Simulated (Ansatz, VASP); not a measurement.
# Cross-check of AlN between VASP and Ansatz, part 2 of 3

One calculation is typed for both programs; each brings its own data sets. How far apart do they land? The cell is taken from a series of runs on this material, whose earlier steps may have relaxed, scaled, displaced or heated it; both programs get it as it stands.

VASP 6.6.1 and Ansatz 0.2.0.

So far: Set-up; Ansatz: zone-centre phonons, LDA, pair 1.

## 3. VASP: zone-centre phonons, LDA, pair 1

Level of this step: LDA; plane waves and PAW (N, Al) (VASP).

The same cell, functional (in two slightly different forms) and mesh now go to VASP, with its own data sets.

Lines of VASP's logs that name or quote its potential files are left out, and so is its time.

INCAR reads:

```
SYSTEM = AlN
PREC = Accurate
ENCUT = 600
EDIFF = 1E-08
NELM = 120
ISMEAR = 0
SIGMA = 0.01
LREAL = .FALSE.
ALGO = Normal
GGA = PW92
NBANDS = 10
LORBIT = 11
LWAVE = .FALSE.
LCHARG = .FALSE.
ISIF = 2
IBRION = 8
LEPSILON = .TRUE.
LASPH = .TRUE.
GGA_COMPAT = .FALSE.
EFERMI = MIDGAP
KPAR = 2
```

POSCAR reads:

```
AlN
1.0
    0.0000000000      2.1276236752      2.2166584180
    2.1276236752      0.0000000000      2.2166584180
    2.1276236752      2.1276236752      0.0000000000
N Al
1 1
Direct
    0.2500000000      0.2500000000      0.2500000000
    0.0000000000      0.0000000000      0.0000000000
```

KPOINTS reads:

```
Automatic mesh
0
Gamma
12 12 12
0 0 0
```

Potentials, in the order of the species: N and Al (LDA family, release 64).

On the command line:

```sh
$ mpirun -np 2 vasp_std
```

Numbers of over 12 decimals in the logs are rounded to 6 here.

Output:

```text
[banner, memory and clock lines left out]
running    2 mpi-ranks, on    1 nodes
 distrk:  each k-point on    1 cores,    2 groups
 distr:  one band on    1 cores,    1 groups

 POSCAR found type information on POSCAR N Al
 POSCAR found :  2 types and       2 ions
|                                                                             |
|               ----> ADVICE to this user running VASP <----                  |
|                                                                             |
|     You enforced a specific xc type in the INCAR file but a different       |
|     [... a line on the potential file left out ...]
|     I HOPE YOU KNOW WHAT YOU ARE DOING!                                     |
|                                                                             |

 LDA part: xc-table for (Slater(with rela. corr.)+PW92), standard interpolation
 POSCAR, INCAR and KPOINTS ok, starting setup
 FFT: planning ... GRIDC
 FFT: planning ... GRID_SOFT
 FFT: planning ... GRID
 WAVECAR not read
 entering main loop
       N       E                     dE             d eps       ncg     rms          rms(c)
DAV:   1     0.118773356189E+02    0.11877E+02   -0.43796E+03  3332   0.760E+02
DAV:   2    -0.181278751238E+02   -0.30005E+02   -0.29106E+02  3924   0.143E+02
DAV:   3    -0.189878084048E+02   -0.85993E+00   -0.85890E+00  3818   0.233E+01
DAV:   4    -0.189915025020E+02   -0.36941E-02   -0.36939E-02  3678   0.183E+00
DAV:   5    -0.189915351185E+02   -0.32616E-04   -0.32616E-04  3708   0.164E-01    0.886E+00
DAV:   6    -0.164457746910E+02    0.25458E+01   -0.13221E+01  3418   0.195E+01    0.302E+00
DAV:   7    -0.163983726740E+02    0.47402E-01   -0.10163E-01  3658   0.277E+00    0.196E+00
DAV:   8    -0.163696091579E+02    0.28764E-01   -0.27589E-02  3470   0.161E+00    0.355E-01
DAV:   9    -0.163693225887E+02    0.28657E-03   -0.11065E-03  3684   0.227E-01    0.181E-01
DAV:  10    -0.163693430691E+02   -0.20480E-04   -0.52030E-05  3546   0.549E-02    0.392E-02
DAV:  11    -0.163693420260E+02    0.10431E-05   -0.12164E-06  3658   0.778E-03    0.718E-03
DAV:  12    -0.163693420327E+02   -0.67490E-08   -0.37283E-08  3690   0.157E-03
   1 F= -.16369342E+02 E0= -.16369342E+02  d E =0.000000E+00
 Linear response reoptimize wavefunctions to high precision
DAV:   1    -0.163693420287E+02    0.40685E-08   -0.16442E-08  3648   0.848E-04
DAV:   2    -0.163693420287E+02   -0.28024E-10   -0.89192E-11  1884   0.105E-04
 Linear response G [H, r] |phi>, progress :
  Direction:   1
       N       E                     dE             d eps       ncg     rms
RMM:   1    -0.337741233522E+02   -0.33774E+02    0.12945E+01  7933   0.489E+01
RMM:   2    -0.302377128346E+02    0.35364E+01   -0.11763E+00  5202   0.883E+00
RMM:   3    -0.302477846781E+02   -0.10072E-01   -0.18159E-03  5320   0.788E-01
RMM:   4    -0.302485568745E+02   -0.77220E-03    0.20438E-04  5630   0.936E-02
RMM:   5    -0.302485900734E+02   -0.33199E-04    0.10150E-05  5713   0.125E-02
RMM:   6    -0.302485910128E+02   -0.93947E-06    0.35117E-06  5957   0.179E-03
RMM:   7    -0.302485913183E+02   -0.30542E-06    0.13646E-06  5839   0.321E-04
RMM:   8    -0.302485913895E+02   -0.71257E-07    0.10573E-06  4671   0.114E-04
RMM:   9    -0.302485914067E+02   -0.17160E-07    0.36118E-08  4085   0.982E-05
RMM:  10    -0.302485914070E+02   -0.38266E-09   -0.15477E-07  3765   0.985E-05
RMM:  11    -0.302485914079E+02   -0.84108E-09   -0.33002E-09  3276   0.992E-05
 Linear response G [H, r] |phi>, progress :
  Direction:   2
       N       E                     dE             d eps       ncg     rms
RMM:   1    -0.297943607735E+02   -0.29794E+02    0.38690E+01  7837   0.476E+01
RMM:   2    -0.278846121036E+02    0.19097E+01   -0.10280E+00  5162   0.822E+00
RMM:   3    -0.278942717311E+02   -0.96596E-02   -0.12456E-03  5330   0.732E-01
RMM:   4    -0.278950079160E+02   -0.73618E-03    0.19462E-04  5626   0.876E-02
RMM:   5    -0.278950388027E+02   -0.30887E-04    0.76296E-06  5701   0.117E-02
RMM:   6    -0.278950394488E+02   -0.64615E-06    0.35515E-06  5949   0.171E-03
RMM:   7    -0.278950397199E+02   -0.27110E-06    0.13319E-06  5773   0.315E-04
RMM:   8    -0.278950397414E+02   -0.21499E-07    0.91911E-07  4648   0.121E-04
RMM:   9    -0.278950397415E+02   -0.53102E-10   -0.80093E-08  4068   0.106E-04
 Linear response G [H, r] |phi>, progress :
  Direction:   3
       N       E                     dE             d eps       ncg     rms
RMM:   1    -0.316763944441E+02   -0.31676E+02    0.25234E+01  7741   0.478E+01
RMM:   2    -0.290498016932E+02    0.26266E+01   -0.11468E+00  5159   0.844E+00
RMM:   3    -0.290552551559E+02   -0.54535E-02   -0.86393E-03  5262   0.757E-01
RMM:   4    -0.290553234208E+02   -0.68265E-04   -0.11498E-04  5553   0.909E-02
RMM:   5    -0.290553252306E+02   -0.18098E-05   -0.16757E-06  5593   0.123E-02
[...]
Direction:   2
       N       E                     dE             d eps       ncg     rms          rms(c)
RMM:   1    -0.178392978901E+00   -0.17839E+00   -0.59450E-01  7431   0.196E+00
RMM:   2    -0.182182930427E+00   -0.37900E-02   -0.13307E-03  5261   0.231E-01
RMM:   3    -0.182193582751E+00   -0.10652E-04   -0.12176E-05  5351   0.214E-02
RMM:   4    -0.182193717296E+00   -0.13454E-06   -0.15845E-07  5527   0.241E-03
[...]
RMM:   9    -0.208649065649E+00    0.20015E-06   -0.49695E-10 12137   0.548E-05    0.381E-06
 change of polarisation eV/A/(eV/A) component  2 :     0.043     0.390     0.005
 dielectric tensor                  component  2 :     0.389     4.519     0.045
 Linear response to external field, progress :
  Direction:   3
       N       E                     dE             d eps       ncg     rms          rms(c)
RMM:   1    -0.202926824122E+00   -0.20293E+00   -0.70596E-01 12623   0.207E+00
RMM:   2    -0.206574428610E+00   -0.36476E-02   -0.14273E-03  8974   0.241E-01    0.671E-01
RMM:   3    -0.199949863507E+00    0.66246E-02   -0.33411E-03  8768   0.374E-01    0.393E-01
RMM:   4    -0.206278539545E+00   -0.63287E-02   -0.46160E-03  8824   0.452E-01    0.518E-02
RMM:   5    -0.207388811373E+00   -0.11103E-02   -0.76054E-05  9206   0.718E-02    0.877E-03
RMM:   6    -0.207496557393E+00   -0.10775E-03   -0.48474E-07  9458   0.598E-03    0.384E-03
RMM:   7    -0.207527141031E+00   -0.30584E-04   -0.57117E-08  9421   0.191E-03    0.231E-04
RMM:   8    -0.207528728952E+00   -0.15879E-05   -0.36492E-10  9266   0.156E-04    0.897E-05
RMM:   9    -0.207528673671E+00    0.55282E-07   -0.37090E-10  7041   0.560E-05    0.463E-06
 change of polarisation eV/A/(eV/A) component  3 :     0.092     0.022     0.388
 dielectric tensor                  component  3 :     0.827     0.200     4.498
 Linear response DOF=           4
 Linear response progress:
  Degree of freedom:   1/  4
       N       E                     dE             d eps       ncg     rms          rms(c)
RMM:   1    -0.232886569271E+00   -0.23289E+00    0.19283E-01 18226   0.325E+00
RMM:   2    -0.232665707226E+00    0.22086E-03   -0.21232E-03 14805   0.397E-01    0.185E-01
RMM:   3    -0.233505524140E+00   -0.83982E-03   -0.70755E-04 14012   0.182E-01    0.913E-02
RMM:   4    -0.235356946910E+00   -0.18514E-02   -0.62249E-04 14100   0.166E-01    0.217E-02
RMM:   5    -0.235379028778E+00   -0.22082E-04   -0.16629E-05 15941   0.316E-02    0.197E-03
RMM:   6    -0.235397336679E+00   -0.18308E-04   -0.14007E-07 16290   0.292E-03    0.837E-04
RMM:   7    -0.235397760150E+00   -0.42347E-06   -0.87389E-09 16195   0.621E-04    0.612E-05
RMM:   8    -0.235396581106E+00    0.11790E-05   -0.16858E-10 16466   0.940E-05    0.268E-05
RMM:   9    -0.235396561681E+00    0.19425E-07   -0.21017E-10 17021   0.261E-05    0.242E-06
RMM:  10    -0.235396600548E+00   -0.38867E-07   -0.25745E-10 16380   0.779E-06    0.101E-06
RMM:  11    -0.235396597982E+00    0.25659E-08   -0.15265E-09 12760   0.592E-06    0.695E-08
 first order change of Fermi-energy   0.30738E-04
 force on displaced ion       1 direction 1 : -15.685   0.000   0.000
 Born effective charge ion    1 direction 1 :  -2.524   0.000   0.000
 Linear response progress:
  Degree of freedom:   2/  4
       N       E                     dE             d eps       ncg     rms          rms(c)
RMM:   1    -0.232635128758E+00   -0.23264E+00    0.20805E-01 10697   0.326E+00
RMM:   2    -0.232823638656E+00   -0.18851E-03   -0.20175E-03  8704   0.388E-01    0.188E-01
RMM:   3    -0.233623521854E+00   -0.79988E-03   -0.75024E-04  8146   0.187E-01    0.926E-02
RMM:   4    -0.235483818927E+00   -0.18603E-02   -0.67221E-04  8301   0.171E-01    0.215E-02
RMM:   5    -0.235496045499E+00   -0.12227E-04   -0.17721E-05  9269   0.321E-02    0.210E-03
RMM:   6    -0.235514115362E+00   -0.18070E-04   -0.13521E-07  9446   0.295E-03    0.936E-04
RMM:   7    -0.235514318710E+00   -0.20335E-06   -0.88165E-09  9416   0.647E-04    0.572E-05
RMM:   8    -0.235513270778E+00    0.10479E-05   -0.32990E-10  9542   0.910E-05    0.291E-05
RMM:   9    -0.235513259172E+00    0.11606E-07   -0.26915E-10  9930   0.280E-05    0.257E-06
RMM:  10    -0.235513294267E+00   -0.35095E-07   -0.43772E-10  9559   0.854E-06    0.118E-06
RMM:  11    -0.235513291971E+00    0.22963E-08   -0.27490E-10  7564   0.675E-06    0.698E-08
 first order change of Fermi-energy   0.70323E-03
 force on displaced ion       1 direction 3 :  -0.000  -0.000 -16.700
 Born effective charge ion    1 direction 3 :   0.000   0.000  -2.547
 Linear response progress:
  Degree of freedom:   3/  4
       N       E                     dE             d eps       ncg     rms          rms(c)
RMM:   1    -0.610539599906E-02   -0.61054E-02   -0.53988E-03 22487   0.679E-01
RMM:   2    -0.545369299885E-02    0.65170E-03   -0.23064E-04 14657   0.115E-01    0.908E-02
RMM:   3    -0.535272518358E-02    0.10097E-03   -0.55946E-05 15335   0.504E-02    0.491E-02
RMM:   4    -0.536845719065E-02   -0.15732E-04   -0.45092E-05 15286   0.477E-02    0.772E-03
RMM:   5    -0.536940013969E-02   -0.94295E-06   -0.87395E-07 15617   0.707E-03    0.734E-04
RMM:   6    -0.536849793314E-02    0.90221E-06   -0.18939E-08 15762   0.605E-04    0.322E-04
RMM:   7    -0.536758827370E-02    0.90966E-06   -0.46445E-09 15833   0.380E-04    0.268E-05
RMM:   8    -0.536760101878E-02   -0.12745E-07   -0.14980E-11 16393   0.347E-05    0.101E-05
RMM:   9    -0.536759456060E-02    0.64582E-08   -0.16850E-10 16620   0.911E-06    0.658E-07
 first order change of Fermi-energy   0.37650E-05
 force on displaced ion       2 direction 1 : -15.683   0.000  -0.000
 Born effective charge ion    2 direction 1 :   2.524   0.000   0.000
 Linear response progress:
  Degree of freedom:   4/  4
       N       E                     dE             d eps       ncg     rms          rms(c)
RMM:   1    -0.621377752096E-02   -0.62138E-02   -0.29007E-03 12995   0.707E-01
RMM:   2    -0.568070582861E-02    0.53307E-03   -0.21486E-04  8675   0.118E-01    0.942E-02
RMM:   3    -0.557688893723E-02    0.10382E-03   -0.63327E-05  8976   0.542E-02    0.505E-02
RMM:   4    -0.560001539792E-02   -0.23126E-04   -0.51947E-05  8910   0.504E-02    0.804E-03
RMM:   5    -0.560218192411E-02   -0.21665E-05   -0.82287E-07  9074   0.724E-03    0.735E-04
RMM:   6    -0.560144679848E-02    0.73513E-06   -0.58916E-09  9143   0.598E-04    0.322E-04
RMM:   7    -0.560053937112E-02    0.90743E-06   -0.24032E-09  9225   0.382E-04    0.273E-05
RMM:   8    -0.560055398948E-02   -0.14618E-07   -0.51336E-11  9551   0.348E-05    0.106E-05
RMM:   9    -0.560054459802E-02    0.93915E-08   -0.14225E-10  9653   0.897E-06    0.717E-07
 first order change of Fermi-energy   0.98941E-04
 force on displaced ion       2 direction 3 :  -0.000  -0.000 -16.699
 Born effective charge ion    2 direction 3 :   0.000   0.000   2.548
 Born effective charges drift removed
 Linear response finished
```

Parts of OUTCAR (step 3):

```text
ion  position               nearest neighbor table
   1  0.250  0.250  0.250-   2 1.87   2 1.87   2 1.87   2 1.87
   2  0.000  0.000  0.000-   1 1.87   1 1.87   1 1.87   1 1.87

  LATTYP: Found a body centered tetragonal cell.
 ALAT       =     3.0089142571
 C/A-ratio  =     1.4733942071

 Subroutine GETGRP returns: Found  8 space group operations
 (whereof  8 operations were pure point group operations)

The static configuration has the point symmetry D_2d.

 Found    163 irreducible k-points:

   k-points           NKPTS =    163   k-points in BZ     NKDIM =    163   number of bands    NBANDS=     10

   dimension x,y,z NGX =    28 NGY =   28 NGZ =   24
   dimension x,y,z NGXF=    56 NGYF=   56 NGZF=   48

   ENCUT  =  600.0 eV  44.10 Ry    6.64 a.u.   6.14  6.14  6.01*2*pi/ulx,y,z

   NELECT =       8.0000    total number of electrons

 k-points in reciprocal lattice and weights: Automatic mesh
   0.00000000  0.00000000  0.00000000       0.001
   0.08333333 -0.00000000  0.00000000       0.005
   0.16666667 -0.00000000  0.00000000       0.005
   0.25000000 -0.00000000  0.00000000       0.005
   0.33333333 -0.00000000  0.00000000       0.005
   0.41666667  0.00000000  0.00000000       0.005
   0.50000000 -0.00000000  0.00000000       0.002
   0.08333333  0.08333333  0.00000000       0.001
   0.16666667  0.08333333  0.00000000       0.005
[...]
-0.33333333  0.16666667  0.50000000       0.002
  -0.25000000  0.25000000  0.50000000       0.001

 average (electrostatic) potential at core
       1 -59.4841       2 -69.4148

  Total        0.8298019      0.8298019      0.0536590      0.0000000     -0.0000000      0.0000000
  in kB       66.2470559     66.2470559      4.2838540      0.0000000     -0.0000000      0.0000000
  external PRESSURE =      45.5926553 kB  Pullay stress =       0.0000000 kB

  energy-cutoff  :      600.00
  volume of cell :       20.07
      direct lattice vectors                 reciprocal lattice vectors
     0.000000000  2.127623675  2.216658418    -0.235003965  0.235003965  0.225564749
     2.127623675  0.000000000  2.216658418     0.235003965 -0.235003965  0.225564749
     2.127623675  2.127623675  0.000000000     0.235003965  0.235003965 -0.225564749

 POSITION                                       TOTAL-FORCE (eV/Angst)
 -----------------------------------------------------------------------------------
      1.06381      1.06381      1.10833         0.000000      0.000000      0.000000
      0.00000      0.00000      0.00000        -0.000000     -0.000000      0.000000
 -----------------------------------------------------------------------------------
    total drift:                                0.000000      0.000000      0.000000

 MACROSCOPIC STATIC DIELECTRIC TENSOR (including local field effects in DFT)
 ------------------------------------------------------
           4.518691    -0.000000     0.000000
           0.000000     4.518691    -0.000000
          -0.000000     0.000000     4.498065
 ------------------------------------------------------

 PIEZOELECTRIC TENSOR (including local field effects)  for field in x, y, z        (C/m^2)
          XX          YY          ZZ          XY          YZ          ZX
  --------------------------------------------------------------------------------
  x     0.00000     0.00000     0.00000     0.00000    -0.59800     0.00000
  y     0.00000     0.00000    -0.00000     0.00000     0.00000    -0.59800
  z     0.00000     0.00000     0.00000    -0.59942     0.00000     0.00000

 BORN EFFECTIVE CHARGES (including local field effects) (in |e|, cummulative output)
 ---------------------------------------------------------------------------------
 ion    1
    1    -2.52349     0.00000     0.00000
    2     0.00000    -2.52349     0.00000
    3     0.00000     0.00000    -2.54754
 ion    2
    1     2.52349     0.00000     0.00000
    2     0.00000     2.52349     0.00000
    3     0.00000     0.00000     2.54754

 Eigenvectors and eigenvalues of the dynamical matrix
 ----------------------------------------------------

   1 f  =   21.042298 THz   132.212657 2PiTHz  701.895504 cm-1    87.023912 meV
             X         Y         Z           dx          dy          dz
      1.063812  1.063812  1.108329     0.000000    0.000000    0.811398
      0.000000  0.000000  0.000000     0.000000    0.000000   -0.584494

   2 f  =   20.392366 THz   128.129017 2PiTHz  680.216127 cm-1    84.336013 meV
             X         Y         Z           dx          dy          dz
      1.063812  1.063812  1.108329     0.811410    0.000000    0.000000
      0.000000  0.000000  0.000000    -0.584477    0.000000    0.000000

   3 f  =   20.392366 THz   128.129017 2PiTHz  680.216127 cm-1    84.336013 meV
             X         Y         Z           dx          dy          dz
      1.063812  1.063812  1.108329     0.000000    0.811410    0.000000
      0.000000  0.000000  0.000000     0.000000   -0.584477    0.000000

   4 f/i=    0.000111 THz     0.000695 2PiTHz    0.003691 cm-1     0.000458 meV
             X         Y         Z           dx          dy          dz
      1.063812  1.063812  1.108329     0.000000    0.000000   -0.584494
      0.000000  0.000000  0.000000     0.000000    0.000000   -0.811398

   5 f/i=    0.000530 THz     0.003331 2PiTHz    0.017683 cm-1     0.002192 meV
             X         Y         Z           dx          dy          dz
      1.063812  1.063812  1.108329     0.000000   -0.584477    0.000000
      0.000000  0.000000  0.000000     0.000000   -0.811410    0.000000

   6 f/i=    0.000530 THz     0.003331 2PiTHz    0.017683 cm-1     0.002192 meV
             X         Y         Z           dx          dy          dz
      1.063812  1.063812  1.108329    -0.584477    0.000000    0.000000
      0.000000  0.000000  0.000000    -0.811410    0.000000    0.000000

 MACROSCOPIC STATIC DIELECTRIC TENSOR IONIC CONTRIBUTION
 ------------------------------------------------------
           3.661004     0.000000     0.000000
           0.000000     3.661004     0.000000
           0.000000     0.000000     3.504157
 ------------------------------------------------------

 ELASTIC MODULI CONTR FROM IONIC RELAXATION (kBar)
 Direction    XX          YY          ZZ          XY          YZ          ZX
 --------------------------------------------------------------------------------
 XX           0.0000      0.0000      0.0000      0.0000      0.0000      0.0000
 YY           0.0000      0.0000      0.0000      0.0000      0.0000      0.0000
 ZZ           0.0000      0.0000      0.0000      0.0000      0.0000      0.0000
 XY           0.0000      0.0000      0.0000   -514.9576      0.0000      0.0000
 YZ           0.0000      0.0000      0.0000      0.0000   -559.5582      0.0000
 ZX           0.0000      0.0000      0.0000      0.0000      0.0000   -543.0347
 --------------------------------------------------------------------------------

 PIEZOELECTRIC TENSOR IONIC CONTR  for field in x, y, z        (C/m^2)
          XX          YY          ZZ          XY          YZ          ZX
  --------------------------------------------------------------------------------
  x     0.00000     0.00000     0.00000     0.00000     1.34678     0.00000
  y     0.00000     0.00000     0.00000     0.00000     0.00000     1.32674
  z     0.00000     0.00000     0.00000     1.26401     0.00000     0.00000
```

## 4. Differences

Known differences besides the potentials themselves: fixed occupations in Ansatz, narrow Gaussian smearing in VASP; the cutoff is 420 eV in Ansatz and 600 eV in VASP; VASP's log shows a relativistic correction to its local exchange, Ansatz's none. Total energies have different zeros and are not compared.

Compared:

```
                                     quantity  Ansatz   VASP  difference
                                        ε∞ xx    4.52   4.52     +0.09 %
                                        ε∞ yy    4.52   4.52     +0.09 %
                                        ε∞ zz    4.50   4.50     +0.13 %
 Born charge of N1 (mean of the diagonal) (e)   -2.55  -2.53       -0.01
Born charge of Al2 (mean of the diagonal) (e)    2.55   2.53       +0.01
                   optical mode 1 to 2 (cm⁻¹)   674.9  680.2     -0.78 %
                        optical mode 3 (cm⁻¹)   696.3  701.9     -0.80 %
```

Modes are paired by rising frequency, not by their patterns, so a pair may set unlike modes beside each other; they are those without the splitting of longitudinal modes.

[end of part 2 of 3]

[Lines on the potential files, build, host, timing and source positions are cut from VASP's logs without a mark.]

[Logs are printed without paths, hosts, clocks, repeated set-up lines and the standing remarks that a program may print on its own settings, such as how far it seeks lower states.]

[Hosts, paths, dates, database ids (printed as entryN), source tags and the programs' standing remarks are cut or masked in the printed files.]
